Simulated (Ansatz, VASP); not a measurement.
**Cross-check of PtS2 (1T-PtS2, 1 layer) between VASP and Ansatz**

One calculation is typed for both programs; each brings its own data sets. How far apart do they land? The structure shown is the start of the Ansatz relaxation below; VASP solves that cell, so the two are compared at the walk's first step.

Calculated with Ansatz 0.2.0; plane waves, with VASP 6.6.1 beside it; single point at PBE.

### Step 1. Starting point

The cell holds 3 atoms: 2 S and 1 Pt. Its edges and angles: a = 3.570 Å, b = 3.570 Å, c = 17.014 Å, α = 90.0°, β = 90.0°, γ = 120.0°. Vacuum lies along c.

As a file:

```cif
data_structure
_symmetry_space_group_name_H-M 'P 1'
_symmetry_Int_Tables_number 1
_cell_length_a 3.5700
_cell_length_b 3.5700
_cell_length_c 17.0141
_cell_angle_alpha 90.000
_cell_angle_beta 90.000
_cell_angle_gamma 120.000
_cell_volume 187.79
loop_
_atom_site_label
_atom_site_type_symbol
_atom_site_fract_x
_atom_site_fract_y
_atom_site_fract_z
_atom_site_occupancy
S1 S 0.66667 0.33333 0.44081 1
S2 S 0.33333 0.66667 0.55919 1
Pt3 Pt 0.00000 0.00000 0.50000 1
```

### Step 2. Ansatz: relaxation, PBE

Ansatz runs on its default PAW (the set named soft_2) files.

The two programs are compared at the cell with which this relaxation starts, whose forces are those of its first step.

input.yaml

```yaml
crystal:
  lattice:
    - [3.57, 0.0, 0.0]
    - [-1.785, 3.0917106915, 0.0]
    - [0.0, 0.0, 17.0140863934]
  atoms:
    - { symbol: S, position: [0.6666666667, 0.3333333333, 0.4408112094] }
    - { symbol: Pt, position: [0.0, 0.0, 0.5] }
    - { symbol: S, position: [0.3333333333, 0.6666666667, 0.5591887906] }
kpoints:
  mp_grid: { grid: [12, 12, 1] }
hamiltonian:
  xc: pbe
scf:
  occupations: { method: fermi_dirac, width: 0.05 }
  convergence: { dr2_threshold: 1.0e-08 }
efield:
  axis: 3
  dipole_correction: true
  ramp_position: 0.97
  ramp_width: 0.04
relax:
  f_tol: 0.01
  cell: { fix: [c, alpha, beta] }
output:
  write_potential: true
  write_density: true
  volumetric_format: npy
```

Started as:

```
> ansatz run input.yaml --threads 2 --pin off --max-ram 4096MiB --backend cpu --events-out ev --progress --plain --runs-dir out
```

Numbers of over 12 decimals in the logs are rounded to 6 here.

What it wrote:

```text
Warning: relax.cell: scf.convergence.dr2_threshold = 1e-8 eV is looser than the 3e-10 eV advised for a relaxation that steers and ends on the stress (1e-10 eV for each atom of the cell: 3). What an SCF threshold leaves in a stress goes as its square root, and in the free energy as the threshold itself, and one threshold admits the most on a small cell: [figures from the program's tests cut] Set scf.convergence.dr2_threshold to 3e-10 eV or tighter. The threshold is an SCF's pass mark: one that does not reach it within its budget of iterations ends unconverged, or closes short of it on a stop that the run arms, and scf.convergence.dr2_threshold's page says what that costs each kind of run
Engine: ansatz 0.2.0, aarch64-unknown-linux-gnu
Pseudopotentials: kind: paw
Pseudopotential: S, paw, valence charge 6, recommended cutoff 420 eV (normal), S.paw.azcp
Pseudopotential: Pt, paw, valence charge 18, recommended cutoff 420 eV (normal), Pt.paw.azcp
Functional definition: PBE
  parameter kappa = 0.804
  parameter beta = 0.066725
  exchange = pbe_x(kappa = kappa, mu = beta*pi^2/3)
  correlation = pbe_c(beta = beta)
Crystal: 3 atoms, lattice volume = 187.791 Å³
Basis set: ecut = 420 eV, 3639 PW (Γ), exchange–correlation on 48×48×240 points (8 copies of the dense FFT grid, shifted against one another)
Bands: 19, of which v1, the nominal top of the filled ones, is band 15 counted from 1 (14 counted from 0)
Symmetry: 6 space group operations
k-points: 19 of 144 (time reversal used)
Non-local potential: S, projectors of the file, l = 0: 2, l = 1: 2, l = 2: 2
Non-local potential: Pt, projectors of the file, l = 0: 3, l = 1: 2, l = 2: 2, l = 3: 1
PAW form: soft (Blöchl's): semilocal exchange-correlation on the pseudo side does not see the compensation charge
PAW one-centre angular grid: S, 110 points (default); XC on 64 Gauss nodes
PAW one-centre angular grid: Pt, 590 points (default); XC on 64 Gauss nodes
Initial density: superposition of atomic densities (neutral atoms: chi_scale 0, normalization atom), corrected by the library's trained network
Initial wavefunctions: pseudopotential atomic-orbital guess
Functional: x = pbe(κ = 0.804, μ = 0.219515), c = pbe(β = 0.066725)
SCF iter   1: F=—  HF=-14327.577037 eV  |F-HF|=—  |Δ(HF+E_count)|=         —  Δρ=2.68e-3  dr2=2.70e-2  ethr=1.77e-3  p=-0.000 e·Å  D=-1.70e-4 V/Å  ΔV_dip=0.00 eV  dr2_dipole=8.00e-8  V_vac-E_F(+/−)=5.44/5.43 eV  ⟨swp⟩=8.8  Hψ=2403  notcnv=0
efield: sawtooth ramp at fractional position 0.9700 (set: `efield.ramp_position`, or a place that a band, a saddle search or an elastic batch's reference lends), width 0.0400; the density the first Hamiltonian is built on has a dipole p = -0.000 e·Å; the dipole correction subtracts the counter field D = -1.70e-4 V/Å, which shifts the + side's vacuum level by +0.00 eV against the − side's; the planar-averaged density in the ramp window peaks in size at 1.5e-5 e/Å³
preconditioner: auto → none  [insulator: Δε(μ)=1.451 eV  Ē_g=10.134 eV  σ=0.050 eV  W_gap=1.00  n_scr=10 (ndim 8)  ℏωp=12.7 eV  f_vac=0.681  D(μ)=0.00/eV (n_scr^D=0)  ε∞_Penn≈2.6]
SCF iter   2: F=—  HF=-14327.571250 eV  |F-HF|=—  |Δ(HF+E_count)|=   5.79e-3  Δρ=1.91e-3  dr2=1.18e-2  ethr=9.00e-5  p=0.000 e·Å  D=2.62e-5 V/Å  ΔV_dip=-0.00 eV  dr2_dipole=1.42e-7  V_vac-E_F(+/−)=5.15/5.15 eV  ⟨swp⟩=2.9  Hψ=812  notcnv=0
SCF iter   3: F=—  HF=-14327.569366 eV  |F-HF|=—  |Δ(HF+E_count)|=   1.88e-3  Δρ=9.02e-4  dr2=1.73e-3  ethr=3.93e-5  p=-0.000 e·Å  D=-1.34e-4 V/Å  ΔV_dip=0.00 eV  dr2_dipole=3.49e-7  V_vac-E_F(+/−)=5.22/5.22 eV  ⟨swp⟩=2.1  Hψ=577  notcnv=0
SCF iter   4: F=—  HF=-14327.569267 eV  |F-HF|=—  |Δ(HF+E_count)|=   9.95e-5  Δρ=3.77e-4  dr2=1.28e-4  ethr=5.76e-6  p=0.000 e·Å  D=1.28e-4 V/Å  ΔV_dip=-0.00 eV  dr2_dipole=7.32e-7  V_vac-E_F(+/−)=5.19/5.20 eV  ⟨swp⟩=2.3  Hψ=536  notcnv=0
SCF iter   5: F=—  HF=-14327.569391 eV  |F-HF|=—  |Δ(HF+E_count)|=   1.24e-4  Δρ=1.28e-4  dr2=1.07e-4  ethr=4.26e-7  p=-0.001 e·Å  D=-8.18e-4 V/Å  ΔV_dip=0.01 eV  dr2_dipole=2.31e-5  V_vac-E_F(+/−)=5.18/5.17 eV  ⟨swp⟩=2.3  Hψ=565  notcnv=0
SCF iter   6: F=—  HF=-14327.569387 eV  |F-HF|=—  |Δ(HF+E_count)|=   3.32e-6  Δρ=6.05e-5  dr2=4.08e-6  ethr=3.58e-7  p=0.000 e·Å  D=1.14e-4 V/Å  ΔV_dip=-0.00 eV  dr2_dipole=3.81e-7  V_vac-E_F(+/−)=5.17/5.17 eV  ⟨swp⟩=2.1  Hψ=443  notcnv=0
SCF iter   7: F=—  HF=-14327.569492 eV  |F-HF|=—  |Δ(HF+E_count)|=   1.05e-4  Δρ=1.95e-5  dr2=4.07e-7  ethr=1.36e-8  p=0.000 e·Å  D=2.31e-5 V/Å  ΔV_dip=-0.00 eV  dr2_dipole=2.76e-8  V_vac-E_F(+/−)=5.17/5.17 eV  ⟨swp⟩=2.2  Hψ=561  notcnv=0
[...]
SCF iter   7: F=—  HF=-14328.252874 eV  |F-HF|=—  |Δ(HF+E_count)|=   5.43e-8  Δρ=6.07e-6  dr2=5.30e-7  ethr=3.33e-11  p=0.000 e·Å  D=4.57e-5 V/Å  ΔV_dip=-0.00 eV  dr2_dipole=1.35e-7  V_vac-E_F(+/−)=5.45/5.45 eV  ⟨swp⟩=10.4  Hψ=2607  notcnv=0
SCF iter   8: F=-14328.252874 eV  HF=-14328.252874 eV  |F-HF|=1.47e-10  |Δ(HF+E_count)|=   5.67e-8  Δρ=4.86e-7  dr2=3.29e-10  ethr=3.33e-11  p=0.000 e·Å  D=1.44e-6 V/Å  ΔV_dip=-0.00 eV  dr2_dipole=4.24e-11  V_vac-E_F(+/−)=5.45/5.45 eV  ⟨swp⟩=8.0  Hψ=2635  notcnv=0
SCF 3 converged in 8 iterations: F = -14328.252874 eV  dr2 = 3.29e-10
relax step   3: F+E_penalty+E_count = -14328.25287436 eV  Δ(F+E_penalty+E_count) = -4.327e-3 eV  max|allowed force component| = 3.550e-3 eV/Å  Δτ_max = 0.0248 Å  P = +0.013 GPa  Ω = 188.193 Å³  energy of the carried Pulay correction = -2.660e-5 eV  fix = [c, alpha, beta]  reactions: c -0.005 GPa  (8 SCF iters, accepted)
Initial wavefunctions: pseudopotential atomic-orbital guess (no wavefunctions were taken with the density)
iter 1 solved again at ethr=1.14e-6 eV; its pass at ethr=3.10e-3 eV (dr2=3.42e-4 eV) is discarded
SCF iter   1: F=—  HF=-14328.252833 eV  |F-HF|=—  |Δ(HF+E_count)|=         —  Δρ=1.22e-5  dr2=8.68e-9  ethr=1.14e-6  p=0.000 e·Å  D=1.44e-6 V/Å  ΔV_dip=-0.00 eV  dr2_dipole=4.95e-11  V_vac-E_F(+/−)=5.45/5.45 eV  ⟨swp⟩=3.6  Hψ=3326  notcnv=0
efield: sawtooth ramp at fractional position 0.9700 (set: `efield.ramp_position`, or a place that a band, a saddle search or an elastic batch's reference lends), width 0.0400; the density the first Hamiltonian is built on has a dipole p = 0.000 e·Å; the dipole correction subtracts the counter field D = 1.44e-6 V/Å, which shifts the + side's vacuum level by -0.00 eV against the − side's; the planar-averaged density in the ramp window peaks in size at 7.5e-7 e/Å³
eigensolver tolerance schedule: the retry pair's looser diagonalisation over-reported the residual by 39359.80 of it (diagonalisation noise at an unbounded share of the residual, at the tolerance the schedule requests for it); recorded, not acted on — ethr = c·dr2/N_el stays at c = 1.0e-1
preconditioner: auto → none  [insulator: Δε(μ)=1.771 eV  Ē_g=9.238 eV  σ=0.050 eV  W_gap=1.00  n_scr=10 (ndim 8)  ℏωp=12.7 eV  f_vac=0.659  D(μ)=0.00/eV (n_scr^D=0)  ε∞_Penn≈2.9]
SCF iter   2: F=—  HF=-14328.252868 eV  |F-HF|=—  |Δ(HF+E_count)|=   3.49e-5  Δρ=6.08e-6  dr2=6.85e-9  ethr=2.89e-11  p=-0.000 e·Å  D=-3.44e-6 V/Å  ΔV_dip=0.00 eV  dr2_dipole=9.25e-10  V_vac-E_F(+/−)=5.45/5.45 eV  ⟨swp⟩=16.9  Hψ=3567  notcnv=0
SCF iter   3: F=—  HF=-14328.252884 eV  |F-HF|=—  |Δ(HF+E_count)|=   1.55e-5  Δρ=3.87e-6  dr2=5.65e-8  ethr=2.28e-11  p=0.000 e·Å  D=1.51e-5 V/Å  ΔV_dip=-0.00 eV  dr2_dipole=1.41e-8  V_vac-E_F(+/−)=5.45/5.45 eV  ⟨swp⟩=3.4  Hψ=659  notcnv=0  recentre
SCF iter   4: F=-14328.252895 eV  HF=-14328.252889 eV  |F-HF|=6.33e-6  |Δ(HF+E_count)|=   5.34e-6  Δρ=2.29e-6  dr2=3.51e-9  ethr=2.28e-11  p=-0.000 e·Å  D=-2.96e-6 V/Å  ΔV_dip=0.00 eV  dr2_dipole=7.83e-10  V_vac-E_F(+/−)=5.45/5.45 eV  ⟨swp⟩=8.4  Hψ=2606  notcnv=0
SCF 4 converged in 4 iterations: F = -14328.252895 eV  dr2 = 3.51e-9
relax step   4: F+E_penalty+E_count = -14328.25289530 eV  Δ(F+E_penalty+E_count) = -2.094e-5 eV  max|allowed force component| = 3.558e-3 eV/Å  Δτ_max = 0.0000 Å  P = +0.011 GPa  Ω = 188.193 Å³  fix = [c, alpha, beta]  reactions: c -0.007 GPa  stress off target by 2.01e-2 GPa on what of the cell is left free  SCF on the basis re-selected at this cell (its energy is not comparable with the rows above)  (4 SCF iters)
basis re-selected at this cell: Δ(F+E_penalty+E_count) = -2.094e-5 eV, ΔP = -0.002 GPa vs the last step (what re-selecting the basis moved, of the pressure what is left beyond the Pulay correction that the steps carried, after the strain that the cell walked since its last selection, with what the two solves' SCF thresholds leave and, on support functions, any second-order correction that the steps lacked; it is no m [...]
WARN: The input density's exchange-correlation potential varies sharply where the density is thin. Do not read a vacuum level from v_tot or v_xc, or from such a field of the output density. On a cell that repeats whose density bears no net charge and no dipole along the vacuum's axis use v_es (v_loc + v_h of the components); under efield.dipole_correction with no amplitude use v_es + v_field, which holds any external [...]
SCF converged after 4 iterations
Free energy (F): -14328.252895 eV
Harris-Foulkes:  -14328.252889 eV  (|F-HF|=6.33e-6)
Internal energy: -14328.252895 eV  (E = F + TS)
E sigma→0 (E₀):  -14328.252895 eV
Fermi energy:    -0.654843 eV
Dipole field:    D = 0.000036 V/Å  (p = 0.000037 e·Å, saw-weighted, corrected)
Work function:   Φ+ = 5.4497 eV   Φ− = 5.4503 eV
Levels:          The Fermi level and band energies are counted from a zero that moves with the ramp; work functions are not
--- Per-component energies (eV) ---
  E_band       = -662.998935
  E_kinetic    = 848.618860
  E_local      = -16159.653678  (includes V_loc(G=0)·N_el)
  E_nonlocal   = 255.094618
  E_hartree    = 7583.571150
  E_xc         = -455.218823
  E_vxc        = -476.657507  (∫ρ·V_xc dr)
  E_paw        = -10653.784544  (= ΣΔE_a)
  E_vpaw       = -297.543588  (= ΣTr[D̂ρ^β])
  E_aug_tail   = 0.000190  (compensation charges beyond the density's cutoff)
  E_efield     = 0.000000  (sawtooth field / dipole correction)
  E_vefield    = -0.000183  (∫n·V_field dr)
  E_ewald      = 4253.119331
  E_smearing   = -0.000000  (= −TS)
  E_closure    = -0.000000  (closes the sum)
  Σ components = -14328.252895   (vs F -14328.252895, Δ=0.00e0)
--- Forces (eV/Å), atoms counted from 1 ---
  atom   1  S      0.00000000     0.00000000     0.00354875
  atom   2  Pt    -0.00000000    -0.00000000     0.00001300
  atom   3  S      0.00000000    -0.00000000    -0.00355613
  max |Σ_I F_I| component: 5.63e-6 eV/Å
--- Stress (GPa, compression-positive) ---
        0.020128       0.000000      -0.000000
        0.000000       0.020128       0.000000
        0.000000       0.000000      -0.007423
  P = ⅓ Tr σ = 0.0109 GPa (0.109 kbar)
--- Band table (eV; the first three rows and the last of 19) ---
  k-point 0: bands = [... 11 lower, -2.3404, -2.2216, -1.8443, -1.8443, 1.6335, 1.6335, 3.8250, 4.2617]
  k-point 1: bands = [... 11 lower, -2.7458, -2.0889, -1.8027, -1.6553, 1.2153, 1.5183, 4.0296, 4.4618]
  k-point 2: bands = [... 11 lower, -3.2735, -1.8198, -1.7835, -1.5907, 0.4788, 1.3030, 4.5094, 4.8178]
  k-point 18: bands = [... 11 lower, -4.0107, -3.7878, -2.2755, -2.2755, 0.5872, 0.5872, 5.2949, 7.4059]
--- Relaxed structure (3 steps of the walk, 3 accepted, 1 SCFs on fresh bases) ---
  F+E_penalty+E_count = -14328.25289530 eV   max|allowed force component| = 3.558e-3 eV/Å   (the final SCF, on the basis selected at the relaxed cell)
  cell:  # Å, volume = 188.1932 Å³
    - [3.573817, 0.0, 0]
    - [-1.786909, 3.095017, 0]
    - [0, 0, 17.0140863934]
  atoms:
    - { symbol: S, position: [0.666667, 0.333333, 0.427742] }
    - { symbol: Pt, position: [0, 0, 0.500000] }
    - { symbol: S, position: [0.333333, 0.666667, 0.572258] }
```

(Part 1 of 2 ends here.)

[Lines on the potential files, build, host, timing and source positions are cut from VASP's logs without a mark.]

[Logs are printed without paths, hosts, clocks, repeated set-up lines and the standing remarks that a program may print on its own settings, such as how far it seeks lower states.]

[Hosts, paths, dates, database ids (printed as entryN), source tags and the programs' standing remarks are cut or masked in the printed files.]
